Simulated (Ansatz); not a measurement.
A (110) slab of Mo (Im-3m (No. 229)), 5 planes, outer planes Mo (top) and Mo (bottom), with 5 atoms (Mo5) in a surface cell of A = 7.064 Å², as cut from the bulk:

```xyz
5
Lattice="2.7372 0.0000 0.0000 -0.9124 2.5806 0.0000 0.0000 0.0000 23.9395" Properties=species:S:1:pos:R:3 pbc="T T T"
Mo    0.9124    1.2903    7.5000
Mo    0.0000    0.0000    9.7349
Mo    0.9124    1.2903   11.9698
Mo    0.0000    0.0000   14.2046
Mo    0.9124    1.2903   16.4395
```

Method: Ansatz 0.2.0, DFT PBE, scalar-relativistic, plane waves, PAW. Settings: cutoff 420 eV, Γ-centred mesh 13×13×1 on the computed 5-atom cell, Gaussian smearing of 0.10 eV; no spin polarisation.

Against the same 5 atoms in the bulk, the slab as cut lies 2.586 eV higher and the relaxed slab 2.510 eV higher.

Question: Work out the surface energy before and after relaxation.

Answer: The slab has two faces, so γ = (E_slab − N·E_bulk)/(2A), the mean of both. As cut: 2.586/(2 × 7.064) = 0.1830 eV/Å², and 1 eV/Å² = 16.02 J/m², so γ = 2.93 J/m². Relaxed: 2.510/(2 × 7.064) = 0.1777 eV/Å² = 2.85 J/m². Relaxation recovers 3 % of the cost of cutting.

Question: What is the ideal work of this cut, per area?

Answer: Griffith's ideal work is 2γ: 5.86 J/m² if the new faces stay rigid, 5.69 J/m² if they relax. One thickness was run, 5 planes, so γ can still shift with it.